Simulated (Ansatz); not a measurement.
## How GaAs absorbs and reflects light

What colour and refractive index does GaAs have at this level of theory?

Program: Ansatz 0.2.0. Level of theory: DFT, PBE, plane-wave PAW, default files, scalar-relativistic, independent-particle optical response without local fields. Results are calculated unless marked as measured.

**Measured values to reproduce.**

For GaAs, zincblende (semi-insulating GaAs(001) reference substrate with native oxide, 300 K), “Evidence of valence band perturbations in GaAsN/GaAs(001): A combined variable-angle spectroscopic ellipsometry and modulated photoreflectance investigation” (2008, arxiv:0805.2212) gives, by variable-angle spectroscopic ellipsometry, parametric critical-point fit: band gap (direct gap E0 at Gamma from ellipsometry) 1.412 ± 0.01 eV.

## 1. Set-up

The structure is cubic, space group F-43m (No. 216). The conventional cell has a = 5.654 Å, b = 5.654 Å, c = 5.654 Å, α = 90.00°, β = 90.00°, γ = 90.00°. As has 4 Ga at 2.45 Å nearest. Nearest to Ga lie 4 As at 2.45 Å. Farther neighbours are not listed.

## 2. Ground state and bands

First the ground state: is it a metal or has it a gap?

This step: DFT, PBE, plane-wave PAW, default files, scalar-relativistic, ground state (Ansatz 0.2.0).

File input.yaml:

```yaml
crystal:
  lattice:
    - [0.0, 2.82685, 2.82685]
    - [2.82685, 0.0, 2.82685]
    - [2.82685, 2.82685, 0.0]
  atoms:
    - { symbol: As, position: [0.75, 0.75, 0.75] }
    - { symbol: Ga, position: [0.0, 0.0, 0.0] }
kpoints:
  mp_grid: { grid: [7, 7, 7] }
  band_path:
    path:
      - [[0.0, 0.0, 0.0], [0.5, 0.0, 0.5], [0.5, 0.25, 0.75], [0.375, 0.375, 0.75], [0.0, 0.0, 0.0], [0.5, 0.5, 0.5], [0.625, 0.25, 0.625], [0.5, 0.25, 0.75], [0.5, 0.5, 0.5], [0.375, 0.375, 0.75]]
      - [[0.625, 0.25, 0.625], [0.5, 0.0, 0.5]]
    npoints: 7
scf:
  occupations: { method: fermi_dirac, width: 0.05 }
  n_extra_bands: 6
hamiltonian:
  xc: pbe
  pseudopotentials: { kind: paw }
output:
  forces: true
  stress: true
  populations: true
  write_bands: true
  write_density: true
  write_potential: true
  elf: true
  volumetric_format: npy
```

Run with:

```sh
$ ansatz run input.yaml --threads 4 --pin off --max-ram 8192MiB --backend cpu --events-out ev --progress --plain --runs-dir out
```

Numbers of over 12 decimals in the logs are rounded to 6 here.

The log of the run:

```text
scf.n_extra_bands = 6 over 14 filled bands (N_el = 28.0): the run solves 20 bands
Engine: ansatz 0.2.0, aarch64-unknown-linux-gnu
Pseudopotentials: kind: paw
Pseudopotential: As, paw, valence charge 15, recommended cutoff 420 eV (normal), As.paw.azcp
Pseudopotential: Ga, paw, valence charge 13, recommended cutoff 420 eV (normal), Ga.paw.azcp
Functional definition: PBE
  parameter kappa = 0.804
  parameter beta = 0.066725
  exchange = pbe_x(kappa = kappa, mu = beta*pi^2/3)
  correlation = pbe_c(beta = beta)
Crystal: 2 atoms, lattice volume = 45.179 Å³
Basis set: ecut = 420 eV, 893 PW (Γ), exchange–correlation on 54×54×54 points (8 copies of the dense FFT grid, shifted against one another)
Bands: 20, of which v1, the nominal top of the filled ones, is band 14 counted from 1 (13 counted from 0)
Symmetry: 24 space group operations
Space group: F-43m (ITA 216), of the structure as read, at distance tolerance 3.6e-5 Å
k-points: 20 of 343 (time reversal used)
Non-local potential: As, projectors of the file, l = 0: 2, l = 1: 2, l = 2: 3, l = 3: 1
Non-local potential: Ga, projectors of the file, l = 0: 2, l = 1: 2, l = 2: 3, l = 3: 1
PAW form: soft (Blöchl's): semilocal exchange-correlation on the pseudo side does not see the compensation charge
PAW one-centre angular grid: As, 590 points (default); XC on 64 Gauss nodes
PAW one-centre angular grid: Ga, 590 points (default); XC on 64 Gauss nodes
Initial density: superposition of atomic densities (neutral atoms: chi_scale 0, normalization atom), corrected by the library's trained network
Initial wavefunctions: pseudopotential atomic-orbital guess
Functional: x = pbe(κ = 0.804, μ = 0.219515), c = pbe(β = 0.066725)
SCF iter   1: F=—  HF=-8639.829208 eV  |F-HF|=—  |Δ(HF+E_count)|=         —  Δρ=1.73e-3  dr2=2.13e-3  ethr=1.77e-3  ⟨swp⟩=5.7  Hψ=1904  notcnv=0  defer=1
preconditioner: auto → none  [insulator: Δε(μ)=0.507 eV  Ē_g=17.210 eV  σ=0.050 eV  W_gap=0.99  n_scr=14 (ndim 8)  ℏωp=23.4 eV  f_vac=0.086  D(μ)=0.00/eV (n_scr^D=0)  ε∞_Penn≈2.9]
SCF iter   2: F=—  HF=-8639.828366 eV  |F-HF|=—  |Δ(HF+E_count)|=   8.42e-4  Δρ=9.81e-4  dr2=3.76e-4  ethr=7.61e-6  ⟨swp⟩=2.0  Hψ=758  notcnv=0  defer=21
SCF iter   3: F=—  HF=-8639.828210 eV  |F-HF|=—  |Δ(HF+E_count)|=   1.56e-4  Δρ=2.63e-4  dr2=4.08e-5  ethr=1.34e-6  ⟨swp⟩=2.0  Hψ=550  notcnv=0  defer=21
SCF iter   4: F=—  HF=-8639.828241 eV  |F-HF|=—  |Δ(HF+E_count)|=   3.04e-5  Δρ=1.03e-4  dr2=4.92e-6  ethr=1.46e-7  ⟨swp⟩=2.0  Hψ=450  notcnv=0  defer=21
SCF iter   5: F=—  HF=-8639.828247 eV  |F-HF|=—  |Δ(HF+E_count)|=   6.15e-6  Δρ=2.12e-5  dr2=2.13e-7  ethr=1.76e-8  ⟨swp⟩=3.0  Hψ=645  notcnv=0  defer=21
SCF iter   6: F=-8639.828247 eV  HF=-8639.828247 eV  |F-HF|=3.35e-8  |Δ(HF+E_count)|=   2.23e-7  Δρ=6.53e-6  dr2=1.47e-8  ethr=3.57e-10  ⟨swp⟩=10.8  Hψ=2878  notcnv=0
SCF 1 converged in 6 iterations: F = -8639.828247 eV  dr2 = 1.47e-8
  greatest PAW one-centre occupation: 0.999 electrons in one spin orbital (limit 2), on the As atom at site 0 (counted from 0), in its partial waves of l = 2
NSCF: frozen V_eff on 72 k-points
SCF converged after 6 iterations
Free energy (F): -8639.828247 eV
Harris-Foulkes:  -8639.828247 eV  (|F-HF|=3.35e-8)
Internal energy: -8639.828211 eV  (E = F + TS)
E sigma→0 (E₀):  -8639.828229 eV
Entropy (-TS):   -0.000036 eV (-0.018 meV/atom)
Fermi energy:    8.471841 eV
--- Per-component energies (eV) ---
  E_band       = -311.889148
  E_kinetic    = 219.505931
  E_local      = -3915.596564  (includes V_loc(G=0)·N_el)
  E_nonlocal   = -245.753489
  E_hartree    = 1973.549091
  E_xc         = -148.492374
  E_vxc        = -137.528001  (∫ρ·V_xc dr)
  E_paw        = -3824.312882  (= ΣΔE_a)
  E_vpaw       = -179.612037  (= ΣTr[D̂ρ^β])
  E_aug_tail   = -0.000138  (compensation charges beyond the density's cutoff)
  E_ewald      = -2698.727786
  E_smearing   = -0.000036  (= −TS)
  E_closure    = 0.000000  (closes the sum)
  Σ components = -8639.828247   (vs F -8639.828247, Δ=0.00e0)
--- Forces (eV/Å), atoms counted from 1 ---
  atom   1  As     0.00000000     0.00000000    -0.00000000
  atom   2  Ga    -0.00000000    -0.00000000     0.00000000
  max |Σ_I F_I| component: 1.83e-16 eV/Å
--- Stress (GPa, compression-positive) ---
        3.261502      -0.000000      -0.000000
       -0.000000       3.261502       0.000000
       -0.000000       0.000000       3.261502
  P = ⅓ Tr σ = 3.2615 GPa (32.615 kbar)
--- Band table (eV; the first three rows and the last of 20) ---
  k-point 0: bands = [... 10 lower, -4.5414, 8.1864, 8.1864, 8.1864, 8.7012, 11.9238, 11.9238, 11.9238, ... 2 higher]
  k-point 1: bands = [... 10 lower, -4.3039, 5.9024, 7.8905, 7.8905, 9.8150, 12.3563, 12.3563, 12.5738, ... 2 higher]
  k-point 2: bands = [... 10 lower, -3.6593, 3.4901, 7.3937, 7.3937, 9.5335, 12.8585, 12.8585, 14.7255, ... 2 higher]
  k-point 19: bands = [... 10 lower, -2.0633, 1.6116, 4.3822, 5.4189, 11.4985, 13.4049, 14.2026, 14.8819, ... 2 higher]
--- Löwdin populations: 2 sites ---
  site symbol       q [e]
     0     As     15.0142
     1     Ga     12.9448
  spilling = 0.001467 (of n_electrons = 28.000000)
```

Wall time 1.9 s (4 threads of Arm Neoverse V1, shared host); peak memory 0.34 GiB; 5.4 s of CPU time.

Numbers from this step:

| Property | Result |
| --- | --- |
| free energy | -8639.8282 eV |
| Fermi energy | 8.472 eV |
| gap by band count | 0.5149 eV |
| electrons | 28 |
| symmetry operations | 24 |
| pressure | 3.262 GPa |
| volume | 45.18 Å³ |
| gap on the path | 0.5149 eV |
| least direct gap on the path | 0.5149 eV |

There is a gap, 0.51 eV on the path, so no carriers' term is needed. The cell is left with a pressure of 3.3 GPa, as it stands unrelaxed at this level.

The electronic bands at the labelled points (eV, zero at the Fermi level; v1 is the highest filled band, c1 the lowest empty one):

```tsv
point	v4	v3	v2	v1	c1	c2	c3	c4
Γ	-13.01	-0.28	-0.28	-0.28	0.23	3.45	3.45	3.45
0.43 of the way	-12.32	-3.79	-1.70	-1.70	1.93	3.05	5.74	5.74
X	-10.51	-7.10	-2.96	-2.96	1.18	1.38	9.89	9.89
0.43 of the way	-10.49	-7.03	-3.33	-3.25	2.01	2.21	8.29	8.46
W	-10.45	-6.91	-3.82	-3.62	4.34	4.44	5.13	5.76
0.57 of the way	-10.52	-6.91	-4.06	-2.95	2.43	4.41	6.58	6.96
K	-10.55	-6.91	-4.14	-2.54	1.68	4.35	7.67	7.78
0.57 of the way	-12.25	-4.27	-2.27	-0.77	2.26	4.14	4.24	5.37
Γ	-13.01	-0.28	-0.28	-0.28	0.23	3.45	3.45	3.45
0.43 of the way	-12.49	-3.83	-0.84	-0.84	1.26	4.20	4.20	5.10
L	-11.25	-6.92	-1.43	-1.43	0.72	4.36	4.36	7.47
0.43 of the way	-11.05	-6.81	-2.99	-1.80	2.02	4.21	5.28	7.57
U	-10.55	-6.91	-4.14	-2.54	1.68	4.35	7.67	7.78
0.57 of the way	-10.50	-6.91	-4.01	-3.17	2.92	4.44	6.13	6.57
W	-10.45	-6.91	-3.82	-3.62	4.34	4.44	5.13	5.76
0.57 of the way	-10.99	-6.79	-3.22	-2.02	2.46	3.89	5.72	7.53
L	-11.25	-6.92	-1.43	-1.43	0.72	4.36	4.36	7.47
0.43 of the way	-11.05	-6.81	-2.99	-1.80	2.02	4.21	5.28	7.57
K	-10.55	-6.91	-4.14	-2.54	1.68	4.35	7.67	7.78
jump to U	-10.55	-6.91	-4.14	-2.54	1.68	4.35	7.67	7.78
0.43 of the way	-10.50	-7.03	-3.60	-2.82	1.41	2.54	8.73	8.95
X	-10.51	-7.10	-2.96	-2.96	1.18	1.38	9.89	9.89
```

The electronic bands as a text plot (rows in eV, shown from -8.3 to 6.2 only):

```
    5.9 |   +        +++  ++                     +++++     +
    5.3 |             +    ++++      +      ++    ++      + +
    4.7 |  +          ++    ++ +          ++  +  +++  ++ + + +
    4.1 |            ++ ++    + ++  +++++++++  ++ +++++++++
    3.5 |++                    +++++             +  +         +
    2.9 | +++++     +  +
    2.3 |  +   +   ++   + +++++             +   +    +    ++   +
    1.7 |   +++ + +      +     +           + +++      +     +++ +
    1.1 | +    ++++             ++ +++++  +            + +     ++
    0.5 |+                        +     ++              +
   -0.1 |*                      ****
   -0.7 | *                   ****  **
   -1.3 | **                ** *** *  ******           ***
   -1.9 |   ***           **              * **       *** ****
   -2.5 |  *   *        **    *     *      *  **      *      **
   -3.1 |       *****  *    ** *            *   ** ***    *    **
   -3.7 |   *       ****   *         *       *   ****      ** *
   -4.4 |               ***   *               ***            *
   -5.0 |    **                       *
   -5.6 |                   **
   -6.2 |      *           *           *
   -6.8 |       *  ********             ************************
   -7.4 |        **                                             *
   -8.0 |
         Γ       X    W  K        Γ      L     U  W     L   K|U X
```

Electrostatic potential energy in the ac plane of a cell with a along [110], b along [-110] and c along [001] of the cube at fractional y = 0.000, with atoms of As and Ga within 0.2 Å of it. With pseudopotentials it is smooth inside the atoms' cores, unlike the true potential.

Values in eV, 8 rows by 16 columns, each cell a mean:
```
-14  -8   7  11  11   9  -2 -13 -14  -8   7  11  11   9  -2 -13
  4   8  10  12  12  11   9   5   4   8  10  12  12  11   9   5
 11  12  12  12  12  12  12  11  11  12  12  12  12  12  12  11
 12  12  11  11  11  11  12  12  12  12  11  11  11  11  12  12
 12  11   7   0  -1   4  10  12  12  11   7   0  -1   4  10  12
 11   9  -5   5   8  -6   6  10  11   9  -5   5   8  -6   6  10
 -1   4  -3   1   4  -5   4   0  -1   4  -3   1   4  -5   4   0
-14 -10   4   4   3   5  -5 -14 -14 -10   4   4   3   5  -5 -14
```

ELF in the ac plane of a cell with a along [110], b along [-110] and c along [001] of the cube at fractional y = 0.000, with atoms of As and Ga within 0.2 Å of it. It is the smooth field of the valence electrons, not physical close to the nuclei.

Ten even steps from '0' (0.01) to '9' (0.74), each cell a mean:
```
0133333432001333334320
2332101233223321012332
3321000123333210001233
3210000012332100000123
1100000000111000000001
0000000000000000000000
0001232100000012321000
0013676520000136765200
0146888752001468887520
0267766774102677667741
2588523786325885237863
3698523798436985237984
3489856996334898569963
1259988973112599889731
1136777742011367777420
```

## 3. Spectrum

The spectrum is a sum over vertical transitions between filled and empty bands at the fixed density, so many empty bands are needed.

This step: DFT, PBE, plane-wave PAW, default files, scalar-relativistic, independent-particle optical response without local fields (Ansatz 0.2.0).

input.yaml, the sections that differ from step 2:

```yaml
kpoints:
  mp_grid: { grid: [7, 7, 7] }
scf:
  occupations: { method: fixed }
output:
  optics:
    e_range: [0, 20]
    de: 0.05
    sigma: 0.1
    nscf_kmesh: { grid: [10, 10, 10] }
    bands: { spectra_wanted_up_to: 20 }
# crystal, hamiltonian: as in step 2
```

The log of the run:

```text
[...]
Crystal: 2 atoms, lattice volume = 45.179 Å³
Basis set: ecut = 420 eV, 893 PW (Γ)
Bands: 18, of which v1, the nominal top of the filled ones, is band 14 counted from 1 (13 counted from 0)
[... 1 set-up line as in the run before ...]
[...]
k-points: 20 of 343 (time reversal used)
[...]
SCF iter   1: F=—  HF=-8639.829289 eV  |F-HF|=—  |Δ(HF+E_count)|=         —  Δρ=1.65e-3  dr2=2.05e-3  ethr=1.77e-3  ⟨swp⟩=4.8  Hψ=1488  notcnv=0  defer=33
[...]
SCF iter   8: F=-8639.828238 eV  HF=-8639.828238 eV  |F-HF|=2.55e-11  |Δ(HF+E_count)|=  1.42e-10  Δρ=2.03e-7  dr2=8.41e-12  ethr=1.00e-12  ⟨swp⟩=3.0  Hψ=1537  notcnv=0
SCF 1 converged in 8 iterations: F = -8639.828238 eV  dr2 = 8.41e-12
[...]
NSCF: frozen V_eff on 47 k-points
[...]
output.optics: what the bands over the 38 summed would add to eps1, eps2 and the energy-loss function is held between a lower and an upper bound (7 Lanczos steps). eps1, eps2 and their loss function (loss_summed_bands) are given on every row as the summed bands alone make them. Along an axis, on a row where the two bounds hold the loss function to about 1 % of the greater of itself and 0.5 % of |1/eps|, its cell (loss_completed) is given, with the completed eps1 and eps2 that it is formed of (a cell that is left empty reads nan in the table and null in the record). The two bounds hold it so along every axis on all 401 rows up to 20.000 eV. [rest of the remark cut]
SCF converged after 8 iterations
Free energy (F): -8639.828238 eV
[...]
Internal energy: -8639.828238 eV  (E = F + TS)
E sigma→0 (E₀):  -8639.828238 eV
Fermi energy:    8.186365 eV
[...]
--- Band table (eV; the first three rows and the last of 20) ---
  k-point 0: bands = [... 10 lower, -4.5414, 8.1864, 8.1864, 8.1864, 8.7012, 11.9238, 11.9238, 11.9238]
  k-point 1: bands = [... 10 lower, -4.3039, 5.9024, 7.8905, 7.8905, 9.8150, 12.3563, 12.3563, 12.5737]
  k-point 2: bands = [... 10 lower, -3.6593, 3.4901, 7.3937, 7.3937, 9.5334, 12.8585, 12.8585, 14.7254]
  k-point 19: bands = [... 10 lower, -2.0632, 1.6116, 4.3822, 5.4189, 11.4985, 13.4049, 14.2025, 14.8818]
```

Elapsed: 12 s, on 4 threads; peak memory 0.7 GiB; 44 s of CPU time.

Numbers from this step:

| Quantity | Value |
| --- | --- |
| electronic dielectric constant ε∞, mean over x, y and z (by symmetry where fewer were run) | 14.19 |
| absorption onset, first axis (α over 10⁴ cm⁻¹, or the direct gap if that lies higher) | 0.6953 eV |
| main peak of Im epsilon, first axis | 4.241 eV |
| centre of weight of the strongest loss peak in the window | 15.76 eV |
| photocurrent from vertical transitions in a film 500 nm thick on a perfect mirror (two passes), AM1.5G, no front reflection, all carriers collected | 58.83 mA/cm² |
| least direct gap on the mesh | 0.5148 eV |
| bands summed | 38 |
| spectra valid up to | 31.14 eV |
| program's estimate of the k-sum error in Im epsilon | 0.3 % |
| electrons in the f-sum | 10.37 |

The Im ε, any direction has structure finer than the step of the table below, so its rows give means over 0.5 eV, whole bins alone (the curve runs from 0 to 20 eV). Peaks (eV: height): 2.25: 17.2, 4.25: 38.5.

Table of Im ε, any direction by photon energy; means over each step:

```tsv
photon energy (eV)	Im ε, any direction
0.5	0.450
1.0	1.59
1.5	2.38
2.0	8.12
2.5	14.8
3.0	11.3
3.5	11.8
4.0	25.0
4.5	22.1
5.0	11.7
5.5	10.1
6.0	8.31
6.5	5.44
7.0	3.88
7.5	2.91
8.0	2.35
8.5	2.32
9.0	1.92
9.5	1.47
10.0	1.21
10.5	1.04
11.0	0.872
11.5	0.678
12.0	0.554
12.5	0.479
13.0	0.446
13.5	0.409
14.0	0.356
14.5	0.301
15.0	0.267
15.5	0.264
16.0	0.242
16.5	0.234
17.0	0.257
17.5	0.231
18.0	0.199
18.5	0.185
19.0	0.251
19.5	0.215
```

The Re ε, any direction by photon energy:

```tsv
photon energy (eV)	Re ε, any direction
0.0	14.2
0.5	15.1
1.0	15.4
1.5	16.9
2.0	23.1
2.5	12.0
3.0	10.2
3.5	13.9
4.0	15.0
4.5	-9.88
5.0	-5.86
5.5	-3.12
6.0	-6.68
6.5	-5.58
7.0	-4.71
7.5	-3.78
8.0	-3.02
8.5	-2.23
9.0	-2.50
9.5	-2.11
10.0	-1.79
10.5	-1.52
11.0	-1.36
11.5	-1.14
12.0	-0.877
12.5	-0.710
13.0	-0.508
13.5	-0.420
14.0	-0.313
14.5	-0.207
15.0	-0.0830
15.5	-0.00367
16.0	0.0753
16.5	0.163
17.0	0.228
17.5	0.214
18.0	0.309
18.5	0.361
19.0	0.435
19.5	0.379
20.0	0.454
```

Table of refractive index n and extinction k by photon energy:

```tsv
photon energy (eV)	n	k
0	3.77	0
1	3.92	0.205
2	4.85	0.598
3	3.56	1.57
4	4.58	2.44
5	1.93	3.10
6	1.35	2.92
7	0.830	2.32
8	0.631	1.85
9	0.564	1.68
10	0.422	1.40
11	0.358	1.22
12	0.283	0.978
13	0.291	0.770
14	0.284	0.627
15	0.310	0.423
16	0.406	0.299
17	0.534	0.239
18	0.583	0.175
19	0.688	0.196
20	0.690	0.148
```

Table of loss function −Im 1/ε at q → 0, any direction by energy loss; read off at these points:

```tsv
energy loss (eV)	loss function −Im 1/ε at q → 0, any direction
0.00	0
0.50	0.00126
1.00	0.00676
1.50	0.00800
2.00	0.0102
2.50	0.0407
3.00	0.0486
3.50	0.0346
4.00	0.0308
4.50	0.0409
5.00	0.0674
5.50	0.0972
6.00	0.0738
6.50	0.0896
7.00	0.104
7.50	0.128
8.00	0.160
8.50	0.224
9.00	0.193
9.50	0.222
10.00	0.257
10.50	0.306
11.00	0.336
11.50	0.384
12.00	0.515
12.50	0.654
13.00	0.976
13.50	1.19
14.00	1.59
14.50	2.26
15.00	3.47
15.50	3.75
15.65	3.92
16.00	3.75
16.50	2.88
17.00	2.18
17.50	2.33
18.00	1.48
18.50	1.12
19.00	1.03
19.30	1.28
19.50	1.11
20.00	0.825
```

The reflectivity at normal incidence, any direction has structure finer than the step of the table below, so its rows give means over 0.5 eV, whole bins alone (the curve runs from 0 to 20 eV). Peaks (eV: height): 2.20: 47.9, 4.35: 66.5, 6.95: 62.0, 11.65: 59.2.

The reflectivity at normal incidence, any direction by photon energy; means over each step:

```tsv
photon energy (eV)	reflectivity at normal incidence, any direction (%)
0.5	34.7
1.0	35.5
1.5	37.5
2.0	44.0
2.5	43.6
3.0	39.0
3.5	41.1
4.0	52.4
4.5	64.1
5.0	57.8
5.5	51.9
6.0	61.1
6.5	61.5
7.0	62.0
7.5	60.8
8.0	58.2
8.5	52.3
9.0	56.9
9.5	57.7
10.0	57.2
10.5	55.9
11.0	56.7
11.5	58.4
12.0	56.7
12.5	54.6
13.0	49.1
13.5	46.6
14.0	44.4
14.5	41.5
15.0	34.3
15.5	26.9
16.0	21.2
16.5	15.3
17.0	11.8
17.5	11.8
18.0	8.44
18.5	6.32
19.0	5.00
19.5	5.73
```

Optical constants at common wavelengths, from n + ik = √ε:

```tsv
wavelength (nm)	n	k	R (%)	1/α
1550	3.91	0.174	35.2	707 nm
633	4.72	0.518	42.8	97 nm
532	4.34	1.906	46.0	22 nm
450	3.65	1.716	40.6	21 nm
365	3.79	1.363	38.9	21 nm
308	4.64	2.511	51.3	9.8 nm
193	1.08	2.623	61.4	5.9 nm
```

Rows near the edge hang on the gap, which this functional as a rule makes too small, and phonon-assisted absorption is left out.

A polished face would reflect 46 % of daylight and look faintly yellow-green (CIE x = 0.319, y = 0.345 under D65).

The f-sum over the summed bands holds 10.4 of the cell's 28 electrons outside the frozen cores, 20 of which lie in bands more than 12 eV below the Fermi level, whose transitions come at higher energies. Up to 20 eV the strength has a mean oscillator energy of 4.3 eV, close to the main peak.

## 4. Summary of results

```json
{
 "gap on the path": "0.515 eV",
 "least direct gap on the path": "0.515 eV",
 "electronic dielectric constant ε∞, mean over x, y and z (by symmetry where fewer were run) (independent particles)": "14.2",
 "absorption onset, first axis (α over 10⁴ cm⁻¹, or the direct gap if that lies higher)": "0.695 eV",
 "main peak of Im epsilon, first axis": "4.24 eV",
 "centre of weight of the strongest loss peak in the window, first axis": "15.8 eV",
 "photocurrent from vertical transitions in a film 500 nm thick on a perfect mirror (two passes), AM1.5G, no front reflection, all carriers collected": "58.8 mA/cm²"
}
```

At this level (PBE, independent particles) GaAs has ε∞ = 14.2 and n = 3.91 at 1550 nm; absorption sets in near 0.7 eV, and Im ε peaks at 4.2 eV. The gap on the path is direct, 0.51 eV. The absorption coefficient passes 10⁴ cm⁻¹ at 0.70 eV, in the infrared, so it absorbs across the visible. The strongest loss structure up to 20 eV has its centre of weight at 15.8 eV; a free-electron gas of the 10.4 electrons in the f-sum would put its plasmon at 17.8 eV. Distinct maxima of Im ε, read by a parabola through the highest points, lie at 2.26 eV (17), 4.24 eV (39) and 5.71 eV (12). The f-sum over the summed bands holds 10.4 of the cell's 28 electrons outside the frozen cores, 20 of which lie in bands more than 12 eV below the Fermi level, whose transitions come at higher energies. Up to 20 eV the strength has a mean oscillator energy of 4.3 eV, close to the main peak. A polished face would reflect 46 % of daylight and look faintly yellow-green (CIE x = 0.319, y = 0.345 under D65). Excitons and phonon-assisted transitions are missing, and so are local fields; PBE gaps are as a rule too small, which pulls the onset down and ε∞ up. In the base run ε includes the program's bounded estimate of what the bands above those summed add.

Calculation against experiment:

| quantity | measured | PBE |
| --- | --- | --- |
| band gap (direct gap) (eV) | 1.412 | 0.51 (-0.90 eV) |

Measured values from arxiv:0805.2212 (2008).

**Verdict.** The band gap is off by -0.90 eV: a clear miss. Local and semilocal functionals usually give gaps below the measured ones. Zero-point and thermal motion shift the measured gap. No cell relaxation is part of this session.

[Logs are printed without paths, hosts, clocks, repeated set-up lines and the standing remarks that a program may print on its own settings, such as how far it seeks lower states.]

[Hosts, paths, dates, database ids (printed as entryN), source tags and the programs' standing remarks are cut or masked in the printed files.]
